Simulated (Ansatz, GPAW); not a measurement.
This is a calculation of BP for GPAW 26.7.0 (ASE script). 

Contents of run.py:

```python
from ase.dft.bandgap import bandgap
from ase.io import read, write
from ase.units import Bohr, GPa
from gpaw import GPAW, PW
from gpaw.elf import elf_from_dft_calculation

atoms = read('POSCAR')

calc = GPAW(mode=PW(800),
            xc='LDA',
            kpts={'size': (10, 10, 10), 'gamma': True},
            occupations={'name': 'methfessel-paxton', 'order': 0, 'width': 0.05},
            nbands=11,
            convergence={'density': 1e-05, 'energy': 1e-05},
            maxiter=150,
            txt='gpaw.txt')
atoms.calc = calc
energy = atoms.get_potential_energy()
forces = atoms.get_forces()
stress = atoms.get_stress()
calc.write('gs.gpw')
write('result.traj', atoms)
print(f'Energy: {energy:.6f} eV')
print('Forces (eV/A):')
print(forces.round(4))
print('Stress (GPa):', (stress / GPa).round(3))
print('Fermi level:', round(calc.get_fermi_level(), 4), 'eV')
print(f'Gap: {bandgap(calc)[0]:.4f} eV, direct: {bandgap(calc, direct=True)[0]:.4f} eV')

# fields on the real-space grid
write('density.cube', atoms, data=calc.get_pseudo_density() * Bohr**3)
write('potential.cube', atoms, data=calc.get_electrostatic_potential())
write('elf.cube', atoms, data=elf_from_dft_calculation(calc).data)
```

Contents of POSCAR:

```
BP
1.0
    0.0000000000      2.2690000000      2.2690000000
    2.2690000000      0.0000000000      2.2690000000
    2.2690000000      2.2690000000      0.0000000000
P B
1 1
Direct
    0.7500000000      0.7500000000      0.7500000000
    0.0000000000      0.0000000000      0.0000000000
```

Potentials or basis: the program's PAW data sets (release 1.2.1) made for this functional, pw.

Run with:

```sh
$ OMP_NUM_THREADS=1 python run.py
```

What does the same run look like in Ansatz 0.2.0? Potentials or basis there: all-electron LAPW, scalar-relativistic.

As run (cutoffs and basis follow the program's own potentials, and thresholds, step limits or extra output files can differ):

Contents of input.yaml:

```yaml
crystal:
  lattice:
    - [0.0, 2.269, 2.269]
    - [2.269, 0.0, 2.269]
    - [2.269, 2.269, 0.0]
  atoms:
    - { symbol: P, position: [0.75, 0.75, 0.75] }
    - { symbol: B, position: [0.0, 0.0, 0.0] }
kpoints:
  mp_grid: { grid: [10, 10, 10] }
scf:
  occupations: { method: gaussian, width: 0.05 }
hamiltonian:
  xc: lda
  pseudopotentials: { kind: all_electron, lapw: { basis_error: 0.001 } }
output:
  forces: true
  stress: true
  eigenvalues: true
```

Potentials or basis: all-electron LAPW, scalar-relativistic.

The run is started by

```console
$ ansatz run input.yaml --threads 1 --pin off --max-ram 3072MiB --backend cpu --events-out ev --progress --plain --runs-dir out
```

Both were run:

|  | GPAW | Ansatz |
| --- | --- | --- |
| Pressure | -5.0 GPa | -5.2 GPa |

Where Ansatz's input types no cutoff or centring, it takes its own default and a Γ-centred mesh.

The two programs' LDA may be different fits to the electron gas.

Pressure is positive in compression.
